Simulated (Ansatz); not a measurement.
## ZnS: from a guess to a relaxed structure

All numbers below come from Ansatz 0.2.0, DFT PBE, scalar-relativistic, plane waves, PAW. Cutoff 420 eV, Gaussian smearing, Γ-centred meshes. Cell and atoms relax first on a coarse mesh and then on a converged one. In between, the cell is made exact in the group found at 0.06 Å. The steps can't lower the symmetry of their start. No spin polarisation.

Recipe of this trial structure of ZnS: random cell by space group and Wyckoff sites (Cmmm, No. 65). Its size is a rough estimate.

```cif
data_structure
_symmetry_space_group_name_H-M 'P 1'
_symmetry_Int_Tables_number 1
_cell_length_a 3.2408
_cell_length_b 3.2408
_cell_length_c 4.4786
_cell_angle_alpha 90.000
_cell_angle_beta 90.000
_cell_angle_gamma 91.111
_cell_volume 47.03
loop_
_atom_site_label
_atom_site_type_symbol
_atom_site_fract_x
_atom_site_fract_y
_atom_site_fract_z
_atom_site_occupancy
Zn1 Zn 0.50000 0.50000 0.50000 1
S1 S 0.50000 0.50000 0.00000 1
```

Energies over the elements count from the elements' standard structures at the same level, with no fitted energy shifts.

Q: Where does the relaxation end?

A: The symmetry stays Cmmm (No. 65). The volume per atom grows by 153.1 %, from 23.5 to 59.5 Å³. The shortest distance goes from 2.24 Å (Zn–S) to 2.09 Å (Zn–S). The energy falls by about 0.29 eV/atom (the start's value is from the coarse mesh). Conventional cell: a = 7.369 Å, b = 7.737 Å, c = 4.174 Å. Zn has 2 S at 2.09 Å; S is surrounded by 2 Zn at 2.09 Å.

```cif
data_structure
_symmetry_space_group_name_H-M 'P 1'
_symmetry_Int_Tables_number 1
_cell_length_a 5.3427
_cell_length_b 5.3427
_cell_length_c 4.1742
_cell_angle_alpha 90.000
_cell_angle_beta 90.000
_cell_angle_gamma 92.791
_cell_volume 119.01
loop_
_atom_site_label
_atom_site_type_symbol
_atom_site_fract_x
_atom_site_fract_y
_atom_site_fract_z
_atom_site_occupancy
Zn1 Zn 0.50000 0.50000 0.50000 1
S1 S 0.50000 0.50000 0.00000 1
```

Q: Give its energy and gap.

A:

| Item | Value |
| --- | --- |
| Formation energy | +0.084 eV/atom |
| Gap on the 6×6×8 mesh of the 2-atom cell | 1.32 eV |

It can't be a ground state, since the elements alone are lower.

The last run used Gaussian smearing of 0.02 eV. Weakly bound directions are ill-defined at this level, which has no dispersion term. Kohn–Sham gaps at this level usually fall short of measured ones. The reference form of S is held partly by dispersion forces, which this level lacks. A structure relaxed within its symmetry needn't be a true minimum. In all, the 4 runs took 110 s on 1 thread of Arm Neoverse V2, with other jobs on the host. Another cell of ZnS relaxed alike, in R3m (a Materials Project cell), lies 0.90 eV/atom lower, so this cell isn't the stable form at this level.
